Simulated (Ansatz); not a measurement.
# InP (110): surface energy and levels, part 1 of 2

The task, for InP: compute energy, relaxation and work function or band edges of the (110) face.

The COD entry's cell or inner coordinates are ideal or old and differ from later refinements, so a difference from it is no clean test against experiment.

Program: Ansatz 0.2.0. Level of theory: DFT PBEsol, scalar-relativistic, plane waves, PAW. These are calculated values, not measurements.

**1. The system as given**

The structure is cubic, space group F-43m (No. 216). The conventional cell has a = 5.878 Å, b = 5.878 Å, c = 5.878 Å, α = 90.00°, β = 90.00°, γ = 90.00°. Around In (site symmetry -43m) lie 4 P at 2.55 Å. P (site symmetry -43m) has 4 In at 2.55 Å as nearest neighbours.

As a file:

```xyz
2
Lattice="0.0000 2.9391 2.9391 2.9391 0.0000 2.9391 2.9391 2.9391 0.0000" Properties=species:S:1:pos:R:3 pbc="T T T"
In    0.0000    0.0000    0.0000
P     1.4695    1.4695    1.4695
```

It is the result of an earlier relaxation at this level (volume 25.39 Å³/atom; gap on the mesh: 0.57 eV).

Bulk energy on matching settings, from an earlier run: -3132.9335 eV/atom.

**2. Cutting the (110) slab**

Miller indices refer to the conventional cell of the relaxed bulk, F-43m (No. 216): a = 5.878 Å, b = 5.878 Å, c = 5.878 Å, α = 90.00°, β = 90.00°, γ = 90.00°.

The slab is a (110) slab, 12.5 Å thick as cut, with 15 Å of vacuum; its outer planes are InP (top) and InP (bottom).

The slab as cut. Layers, bottom to top:

```
plane  atoms per cell  height over the lowest (Å)
    1             InP                        0.00
    2             InP                        2.08
    3             InP                        4.16
    4             InP                        6.23
    5             InP                        8.31
    6             InP                       10.39
    7             InP                       12.47
```

**3. Single point on the unrelaxed (110) slab**

A dipole layer in the vacuum cancels the field that periodic copies would set up if the slab's two faces differ.

File input.yaml:

```yaml
crystal:
  lattice:
    - [4.156502401, 0.0, 0.0]
    - [0.0, 5.8781820676, 0.0]
    - [0.0, 0.0, 27.4695072031]
  atoms:
    - { symbol: In, position: [0.5, 0.5, 0.2730300163] }
    - { symbol: P, position: [0.0, 0.75, 0.2730300163] }
    - { symbol: In, position: [0.0, 0.0, 0.3486866775] }
    - { symbol: P, position: [0.5, 0.25, 0.3486866775] }
    - { symbol: In, position: [0.5, 0.5, 0.4243433388] }
    - { symbol: P, position: [0.0, 0.75, 0.4243433388] }
    - { symbol: In, position: [0.0, 0.0, 0.5] }
    - { symbol: P, position: [0.5, 0.25, 0.5] }
    - { symbol: In, position: [0.5, 0.5, 0.5756566612] }
    - { symbol: P, position: [0.0, 0.75, 0.5756566612] }
    - { symbol: In, position: [0.0, 0.0, 0.6513133225] }
    - { symbol: P, position: [0.5, 0.25, 0.6513133225] }
    - { symbol: In, position: [0.5, 0.5, 0.7269699837] }
    - { symbol: P, position: [0.0, 0.75, 0.7269699837] }
basis:
  ecutwfc: 420
kpoints:
  mp_grid: { grid: [8, 6, 1] }
hamiltonian:
  xc: pbesol
scf:
  occupations: { method: gaussian, width: 0.05 }
output:
  forces: true
  stress: true
  eigenvalues: true
  write_density: true
  write_potential: true
  elf: true
  volumetric_format: npy
efield:
  axis: 3
  dipole_correction: true
```

Run with:

```sh
> ansatz run input.yaml --threads 1 --pin off --max-ram 2560MiB --backend cpu --events-out ev --progress --plain --runs-dir out
```

What it wrote:

```text
Warning: RAYON_NUM_THREADS=1 ignored (pool sized by the plan → 1); use --threads N
Engine: ansatz 0.2.0, x86_64-unknown-linux-gnu
Pseudopotentials: kind: paw
Pseudopotential: In, paw, valence charge 13, recommended cutoff 420 eV (normal), In.paw.azcp
Pseudopotential: P, paw, valence charge 5, recommended cutoff 420 eV (normal), P.paw.azcp
Functional definition: PBEsol
  exchange = pbesol_x
  correlation = pbesol_c
Crystal: 14 atoms, lattice volume = 671.154 Å³
Basis set: ecut = 420 eV, 13001 PW (Γ), exchange–correlation on 60×80×384 points (8 copies of the dense FFT grid, shifted against one another)
Bands: 77, of which v1, the nominal top of the filled ones, is band 63 counted from 1 (62 counted from 0)
Symmetry: 2 space group operations
k-points: 20 of 48 (time reversal used)
Non-local potential: In, projectors of the file, l = 0: 2, l = 1: 2, l = 2: 2, l = 3: 2
Non-local potential: P, projectors of the file, l = 0: 2, l = 1: 2, l = 2: 2
PAW form: soft (Blöchl's): semilocal exchange-correlation on the pseudo side does not see the compensation charge
PAW frozen core: In, regenerated for the run's functional, and the local potential with it (the file was generated under x = pbe(κ = 0.804, μ = 0.2195149727645171), c = pbe(β = 0.06672455060314922))
PAW frozen core: P, regenerated for the run's functional, and the local potential with it (the file was generated under x = pbe(κ = 0.804, μ = 0.2195149727645171), c = pbe(β = 0.06672455060314922))
PAW one-centre angular grid: In, 590 points (default); XC on 64 Gauss nodes
PAW one-centre angular grid: P, 110 points (default); XC on 64 Gauss nodes
Initial density: superposition of atomic densities (neutral atoms: chi_scale 0, normalization atom), corrected by the library's trained network
Initial wavefunctions: pseudopotential atomic-orbital guess
Functional: x = pbesol(κ = 0.804, μ = 0.12345679012345678), c = pbesol(β = 0.046)
SCF iter   1: F=—  HF=-43857.744677 eV  |F-HF|=—  |Δ(HF+E_count)|=         —  Δρ=3.64e-3  dr2=1.63e-1  ethr=1.77e-3  p=0.000 e·Å  D=1.11e-13 V/Å  ΔV_dip=-0.00 eV  dr2_dipole=2.22e-8  V_vac-E_F(+/−)=4.50/4.50 eV  ⟨swp⟩=8.8  Hψ=7071  notcnv=0  defer=51
efield: sawtooth ramp at fractional position 0.9500 (placed from the atoms, in the widest stretch of the axis that holds none; the zero of the levels goes with the place), width 0.1000; the density the first Hamiltonian is built on has a dipole p = 0.000 e·Å; the dipole correction subtracts the counter field D = 1.11e-13 V/Å, which shifts the + side's vacuum level by -0.00 eV against the − side's; the planar-averaged density in the ramp window peaks in size at 7.4e-6 e/Å³
preconditioner: auto → Resta (q_TF=auto, 2.065 Å⁻¹)  ε∞=2.6  [insulator: Δε(μ)=0.342 eV  Ē_g=12.855 eV  σ=0.050 eV  W_gap=1.00  n_scr=102 (ndim 8)  ℏωp=16.1 eV  f_vac=0.433  D(μ)=0.00/eV (n_scr^D=0)  ε∞_Penn≈2.6  vacuum switching on, ρ_ref=1.2e-2 e/Å³]
SCF iter   2: F=—  HF=-43857.711214 eV  |F-HF|=—  |Δ(HF+E_count)|=   3.35e-2  Δρ=1.44e-3  dr2=7.13e-2  ethr=1.30e-4  p=0.000 e·Å  D=2.38e-5 V/Å  ΔV_dip=-0.00 eV  dr2_dipole=1.84e-7  V_vac-E_F(+/−)=4.64/4.64 eV  ⟨swp⟩=3.6  Hψ=3401  notcnv=0  defer=144
SCF iter   3: F=—  HF=-43857.707895 eV  |F-HF|=—  |Δ(HF+E_count)|=   3.32e-3  Δρ=8.82e-4  dr2=4.58e-2  ethr=5.66e-5  p=-0.000 e·Å  D=-3.81e-5 V/Å  ΔV_dip=0.00 eV  dr2_dipole=7.41e-7  V_vac-E_F(+/−)=4.52/4.52 eV  ⟨swp⟩=2.9  Hψ=1870  notcnv=0  defer=144
SCF iter   4: F=—  HF=-43857.703634 eV  |F-HF|=—  |Δ(HF+E_count)|=   4.26e-3  Δρ=3.25e-4  dr2=8.46e-4  ethr=3.64e-5  p=0.000 e·Å  D=4.29e-5 V/Å  ΔV_dip=-0.00 eV  dr2_dipole=7.93e-7  V_vac-E_F(+/−)=4.58/4.58 eV  ⟨swp⟩=1.8  Hψ=1732  notcnv=0  defer=144
SCF iter   5: F=—  HF=-43857.704083 eV  |F-HF|=—  |Δ(HF+E_count)|=   4.50e-4  Δρ=1.32e-4  dr2=2.76e-4  ethr=6.72e-7  p=-0.001 e·Å  D=-2.29e-4 V/Å  ΔV_dip=0.01 eV  dr2_dipole=2.42e-5  V_vac-E_F(+/−)=4.58/4.57 eV  ⟨swp⟩=3.5  Hψ=3314  notcnv=0  defer=144
SCF iter   6: F=—  HF=-43857.704134 eV  |F-HF|=—  |Δ(HF+E_count)|=   5.12e-5  Δρ=4.77e-5  dr2=2.12e-4  ethr=2.19e-7  p=0.002 e·Å  D=6.26e-4 V/Å  ΔV_dip=-0.02 eV  dr2_dipole=1.82e-4  V_vac-E_F(+/−)=4.56/4.58 eV  ⟨swp⟩=2.0  Hψ=1731  notcnv=0  defer=144
SCF iter   7: F=—  HF=-43857.704117 eV  |F-HF|=—  |Δ(HF+E_count)|=   1.78e-5  Δρ=3.44e-5  dr2=3.77e-5  ethr=1.68e-7  p=-0.001 e·Å  D=-2.33e-4 V/Å  ΔV_dip=0.01 eV  dr2_dipole=2.52e-5  V_vac-E_F(+/−)=4.58/4.57 eV  ⟨swp⟩=2.0  Hψ=1646  notcnv=0  defer=144
SCF iter   8: F=—  HF=-43857.704271 eV  |F-HF|=—  |Δ(HF+E_count)|=   1.54e-4  Δρ=1.34e-5  dr2=2.04e-6  ethr=2.99e-8  p=-0.000 e·Å  D=-3.60e-5 V/Å  ΔV_dip=0.00 eV  dr2_dipole=5.38e-7  V_vac-E_F(+/−)=4.57/4.57 eV  ⟨swp⟩=2.0  Hψ=1641  notcnv=0  defer=144
SCF iter   9: F=—  HF=-43857.704272 eV  |F-HF|=—  |Δ(HF+E_count)|=   1.30e-6  Δρ=3.87e-6  dr2=1.34e-7  ethr=1.62e-9  p=-0.000 e·Å  D=-6.90e-6 V/Å  ΔV_dip=0.00 eV  dr2_dipole=2.13e-8  V_vac-E_F(+/−)=4.57/4.57 eV  ⟨swp⟩=2.0  Hψ=2010  notcnv=0  defer=144
SCF iter  10: F=-43857.704272 eV  HF=-43857.704272 eV  |F-HF|=4.37e-11  |Δ(HF+E_count)|=   1.34e-7  Δρ=1.05e-6  dr2=1.24e-8  ethr=7.94e-11  p=-0.000 e·Å  D=-1.21e-7 V/Å  ΔV_dip=0.00 eV  dr2_dipole=1.99e-11  V_vac-E_F(+/−)=4.57/4.57 eV  ⟨swp⟩=20.7  Hψ=14663  notcnv=0
SCF 1 converged in 10 iterations: F = -43857.704272 eV  dr2 = 1.24e-8
WARN: The output density's exchange-correlation potential varies sharply where the density is thin. Do not read a vacuum level from v_tot or v_xc, or from such a field of the output density. On a cell that repeats whose density bears no net charge and no dipole along the vacuum's axis use v_es (v_loc + v_h of the components); under efield.dipole_correction with no amplitude use v_es + v_field, which holds any external_charges[].barrier, or the levels of the report's work_function block, which leave it out; under a non-zero efield.amplitude the vacuum is tilted and has no level; on a cell that repeats and bears such a dipole with no correction it is tilted too, and efield.dipole_correction with no amplitude gives each side of its ramp a level where efield: is served; in a cell that repeats whose density bears a net charge (total_charge, or a fill off its count) it is curved and has none; of a slab under crystal.periodic whose density bears no net charge use v_es, which has a level on each side, short of where the two are joined; of another it falls or rises all the way out and has none; of a slab beside external_charges read slab_vacuum_level instead, which it has where they leave it neutral. The grid or the basis barely resolves most such structure, and the values can differ between equally converged runs; as a rule a tighter scf.convergence.dr2_threshold does not remove it. Where the density itself ripples (under the LDA too) a higher basis.ecutwfc lessens it. The files hold the spikes' plane waves up to the density's cutoff. Files: v_tot_of_output_density and the like, and their columns of v_z.tsv (output.write_potential); v_xc_of_output_density and the like, and their columns of v_comp_z.tsv (output.write_potential_components). Measured: with its Gaussian average of σ = 0.25 Å subtracted twice, the exchange-correlation potential is over 0.1 eV at 39 of the grid points where the equally averaged density (valence and model cores) is under 1e-3 e/Å³, and 0.215 eV at the most among them, at an averaged density of 1.3e-8 e/Å³. See output.write_potential in the manual, Limitations
SCF converged after 10 iterations
Free energy (F): -43857.704272 eV
Harris-Foulkes:  -43857.704272 eV  (|F-HF|=4.37e-11)
Internal energy: -43857.704272 eV  (E = F + TS)
E sigma→0 (E₀):  -43857.704272 eV
Fermi energy:    1.544604 eV
Dipole field:    D = 0.000003 V/Å  (p = 0.000012 e·Å, saw-weighted, corrected)
Work function:   Φ+ = 4.5728 eV   Φ− = 4.5729 eV
Levels:          The Fermi level and band energies are counted from a zero that moves with the ramp; work functions are not
--- Per-component energies (eV) ---
  E_band       = -1069.342910
  E_kinetic    = 2185.758085
  E_local      = -70267.366175  (includes V_loc(G=0)·N_el)
  E_nonlocal   = 2818.757457
  E_hartree    = 33743.058526
  E_xc         = -1914.371721
  E_vxc        = -1114.944542  (∫ρ·V_xc dr)
  E_paw        = -32470.203864  (= ΣΔE_a)
  E_vpaw       = -2177.666920  (= ΣTr[D̂ρ^β])
  E_aug_tail   = 0.000202  (compensation charges beyond the density's cutoff)
  E_efield     = 0.000000  (sawtooth field / dipole correction)
  E_vefield    = 0.000000  (∫n·V_field dr)
  E_ewald      = 22044.689228
  E_core_change = 1.973990  (= ΣΔE_core)
  E_smearing   = -0.000000  (= −TS)
  E_closure    = 0.000000  (closes the sum)
  Σ components = -43857.704272   (vs F -43857.704272, Δ=0.00e0)
--- Forces (eV/Å), atoms counted from 1 ---
  atom   1  In     0.00000000     1.08916013     1.13029347
  atom   2  P      0.00000000    -0.32657295    -1.10485500
  atom   3  In     0.00000000    -0.32673933     0.10652183
  atom   4  P      0.00000000    -0.54559354    -0.32903743
  atom   5  In     0.00000000     0.26644227     0.08040216
  atom   6  P      0.00000000    -0.03640082     0.09669176
  atom   7  In     0.00000000    -0.14192140     0.00000068
  atom   8  P      0.00000000    -0.09863056    -0.00000050
  atom   9  In     0.00000000     0.26644084    -0.08040037
  atom  10  P      0.00000000    -0.03640026    -0.09669547
  atom  11  In     0.00000000    -0.32673893    -0.10652080
  atom  12  P      0.00000000    -0.54559330     0.32903180
  atom  13  In     0.00000000     1.08916078    -1.13029208
  atom  14  P      0.00000000    -0.32657207     1.10485589
  max |Σ_I F_I| component: 4.09e-5 eV/Å
--- Stress (GPa, compression-positive) ---
       -0.615841       0.000000       0.000000
        0.000000      -0.662579       0.000003
        0.000000       0.000003       0.190235
  P = ⅓ Tr σ = -0.3627 GPa (-3.627 kbar)
--- Band table (eV; the first three rows and the last of 20) ---
  k-point 0: bands = ["-13.0537", "-13.0480", "-13.0174", "-12.9917", "-12.9915", "-12.9594", "-12.9390", "-12.9282", "-12.9282", "-12.9007", "-12.8619", "-12.8564", "-12.8549", "-12.8484", "-12.8297", "-12.7996", "-12.7979", "-12.7974", "-12.7785", "-12.7745", "-12.7742", "-12.7582", "-12.7562", "-12.7368", "-12.7367", "-12.7312", "-12.7186", "-12.6895", "-12.6892", "-12.6701", "-12.6600", "-12.6085", "-12.6073", "-12.6073", "-12.6058", "-10.0432", "-9.6307", "-9.0429", "-8.3400", "-7.8837", "-7.6740", "-7.6333", "-4.4138", "-4.2158", "-3.8349", "-3.1717", "-2.0599", "-1.8249", "-1.7675", "-1.2078", "-0.8983", "-0.8903", "-0.7131", "-0.5560", "-0.1203", "-0.0828", "0.4286", "0.4846", "0.9258", "1.0470", "1.2167", "1.3058", "1.3317", "1.7184", "2.3706", "3.2487", "3.3762", "3.6401", "3.9850", "3.9987", "4.0406", "4.5454", "4.6617", "5.2215", "5.4198", "5.4500", "5.7303"]
  k-point 1: bands = ["-13.0494", "-13.0452", "-13.0139", "-12.9930", "-12.9929", "-12.9587", "-12.9398", "-12.9281", "-12.9281", "-12.8994", "-12.8588", "-12.8571", "-12.8529", "-12.8489", "-12.8375", "-12.8052", "-12.7984", "-12.7979", "-12.7786", "-12.7779", "-12.7752", "-12.7666", "-12.7533", "-12.7377", "-12.7333", "-12.7323", "-12.7219", "-12.6894", "-12.6893", "-12.6697", "-12.6587", "-12.6079", "-12.6070", "-12.6068", "-12.6051", "-9.9404", "-9.5381", "-8.9746", "-8.3301", "-8.0684", "-7.8203", "-7.8060", "-4.1241", "-4.0912", "-3.8899", "-3.4225", "-2.4689", "-1.5097", "-1.4747", "-1.2295", "-0.8716", "-0.7954", "-0.5993", "-0.4684", "-0.0259", "0.0241", "0.2388", "0.4897", "0.8509", "1.0195", "1.0720", "1.0948", "1.3653", "2.1771", "2.2950", "3.2053", "3.3667", "3.6056", "3.7410", "3.8955", "4.0612", "4.3702", "4.5448", "5.3628", "5.5400", "5.7410", "5.8198"]
  k-point 2: bands = ["-13.0415", "-13.0388", "-13.0042", "-12.9964", "-12.9939", "-12.9572", "-12.9434", "-12.9280", "-12.9280", "-12.8972", "-12.8684", "-12.8515", "-12.8497", "-12.8484", "-12.8440", "-12.8151", "-12.7997", "-12.7989", "-12.7844", "-12.7834", "-12.7789", "-12.7730", "-12.7497", "-12.7402", "-12.7375", "-12.7297", "-12.7282", "-12.6883", "-12.6880", "-12.6694", "-12.6570", "-12.6067", "-12.6062", "-12.6060", "-12.6038", "-9.6426", "-9.2744", "-8.7999", "-8.5915", "-8.4363", "-8.0786", "-8.0329", "-4.0845", "-4.0614", "-3.4416", "-3.3573", "-2.9486", "-2.0302", "-1.1951", "-0.8329", "-0.7057", "-0.4974", "-0.2447", "-0.2200", "0.1207", "0.1463", "0.4512", "0.4654", "0.5059", "0.7669", "0.7749", "1.1261", "1.1432", "2.1901", "2.2435", "3.1919", "3.2980", "3.6218", "3.8504", "3.8889", "4.0925", "4.1219", "4.6322", "5.0874", "5.5018", "5.8846", "5.9030"]
  k-point 19: bands = ["-13.0364", "-13.0311", "-13.0142", "-13.0139", "-12.9964", "-12.9945", "-12.9871", "-12.9502", "-12.9497", "-12.9042", "-12.8936", "-12.8261", "-12.8260", "-12.8258", "-12.8172", "-12.8021", "-12.7988", "-12.7929", "-12.7785", "-12.7733", "-12.7616", "-12.7563", "-12.7508", "-12.7279", "-12.7256", "-12.7256", "-12.7215", "-12.6932", "-12.6885", "-12.6809", "-12.6486", "-12.6289", "-12.6263", "-12.5830", "-12.5827", "-8.4309", "-8.2952", "-8.1883", "-7.9707", "-7.9105", "-7.3453", "-7.2960", "-4.3730", "-4.3712", "-4.2951", "-4.1901", "-4.1817", "-3.9662", "-3.9252", "-1.5874", "-1.5802", "-1.5786", "-1.4597", "-0.8576", "-0.7801", "-0.7125", "-0.7078", "-0.1712", "-0.0380", "0.1419", "0.1619", "0.9008", "1.2416", "1.7758", "2.1943", "3.5166", "3.8287", "4.4400", "4.8800", "5.1693", "5.3905", "5.4964", "5.5248", "5.6853", "5.7139", "5.8654", "5.9362"]
```

It took 2.4 min on 1 thread of Intel Xeon Platinum 8259CL at 2.50GHz (Skylake/Cascade Lake), shared host; peak memory 1.2 GiB.

From the log: gap on the mesh 0.35 eV (a mesh can miss band crossings, so it may be none).

Plane-averaged electrostatic potential energy of an electron across the slab, counted from the valence-band top:

(z (Å), V (eV)): (1.72, 4.75), (2.29, 4.75), (2.58, 4.75), (3.15, 4.75), (3.72, 4.75), (4.29, 4.74), (4.58, 4.74), (5.15, 4.68), (5.72, 4.45), (6.01, 4.11), (6.58, 1.77), (7.15, -5.34), (7.73, -6.58), (8.01, -3.63), (8.58, 0.73), (9.16, -4.72), (9.44, -7.09), (10.01, -4.64), (10.59, 0.58), (11.16, -3.98), (11.45, -6.86), (12.02, -5.57), (12.59, 0.39), (12.88, 0.00), (13.45, -6.27), (14.02, -6.27), (14.59, 0.00), (14.88, 0.39), (15.45, -5.57), (16.02, -6.86), (16.31, -3.98), (16.88, 0.58), (17.45, -4.64), (18.03, -7.09), (18.31, -4.72), (18.89, 0.73), (19.46, -3.63), (19.74, -6.58), (20.32, -5.34), (20.89, 1.77), (21.46, 4.11), (21.75, 4.45), (22.32, 4.68), (22.89, 4.74), (23.18, 4.74), (23.75, 4.75), (24.32, 4.75), (24.89, 4.75), (25.18, 4.75), (25.75, 4.75)

Density in a lattice plane of the grid's cell (edges 5.88 and 27.47 Å, at 0.000 of the third edge), which holds P and In.

Ten even steps from ' ' (0.00 e/Å³) to '@' (13.05 e/Å³):
```
            
            
            
            
            
            
@@          
            
            
@@          
            
            
@@          
            
            
            
            
            
            
            
```
Columns run along the first of these edges and rows up along the second, over one cell in 6 and 20 even steps from the bottom left corner. Atoms in the plane (fractional): P at (0.75, 0.27), In at (0.00, 0.35), P at (0.75, 0.42), In at (0.00, 0.50), P at (0.75, 0.58), In at (0.00, 0.65), P at (0.75, 0.73).

ELF in the same plane.

Ten even steps from ' ' (0.00) to '@' (0.94):
```
            
            
            
++      --**
%%    --##@@
::..  --%%%%
  ::    ..::
--..  --##@@
--..  --##@@
  ::      ::
--..  --##@@
--..  --##@@
  ::    ..::
::..  --%%%%
%%    --##@@
++      --**
            
            
            
            
```
Columns run along the first of these edges and rows up along the second, over one cell in 6 and 20 even steps from the bottom left corner. Atoms in the plane (fractional): P at (0.75, 0.27), In at (0.00, 0.35), P at (0.75, 0.42), In at (0.00, 0.50), P at (0.75, 0.58), In at (0.00, 0.65), P at (0.75, 0.73).

Both are smooth fields of the valence electrons: close to the nuclei they are not physical.

The highest ELF values outside the cores: 0.95 beside P, off the lines to its neighbours, 0.9 Å from P; 0.90 on the P–In line, 0.9 Å from P; 0.89 in the shell around P, 0.8 Å from P.

(Continued in part 2 of 2.)
